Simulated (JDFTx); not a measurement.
LiH:

```
Li H
1.0
     0.00000    2.03675    2.03675
     2.03675    0.00000    2.03675
     2.03675    2.03675    0.00000
Li H
1 1
Cartesian
  0.0000 0.0000 0.0000
  2.0368 2.0368 2.0368
```

Base run:

| Property | Result |
| --- | --- |
| Program | JDFTx 1.7.0 (patched build) |
| Functional | r2SCAN |
| Potentials or basis | SG15-PBE-1.2 with smoothed tails |
| Cutoff | 1088 eV |
| Density cutoff | 8708 eV |
| k mesh | 11 × 11 × 11 |
| Occupations | fermi-dirac, width 0.05 eV |
| Spin | no spin polarisation |

Its results: band gap on the k mesh 3.87 eV, direct; pressure -1.3 GPa.

**Question.** After a change of settings the same cell gave: band gap on the k mesh 2.98 eV, direct; pressure -2.3 GPa. Which change was it?
A. functional from r2SCAN to PBE; potentials or basis from SG15-PBE-1.2 with smoothed tails to PseudoDojo-SR-PBE-0.5-standard; cutoff from 1088 eV to 1007 eV; density cutoff from 8708 eV to 4027 eV
B. functional from r2SCAN to PBEsol; potentials or basis from SG15-PBE-1.2 with smoothed tails to PseudoDojo-SR-PBEsol-0.4.1-standard with smoothed tails; cutoff from 1088 eV to 1007 eV; density cutoff from 8708 eV to 8055 eV
C. functional from r2SCAN to LDA; potentials or basis from SG15-PBE-1.2 with smoothed tails to PseudoDojo-SR-LDA-0.4.1-standard with smoothed tails; cutoff from 1088 eV to 1007 eV; density cutoff from 8708 eV to 8055 eV

**Answer.** B.

Caveats: an odd mesh through Γ misses points on the zone boundary, where band edges often lie; the potentials were made for another functional, which shifts forces and pressure (some runs).

Not every run made on this cell is shown here.
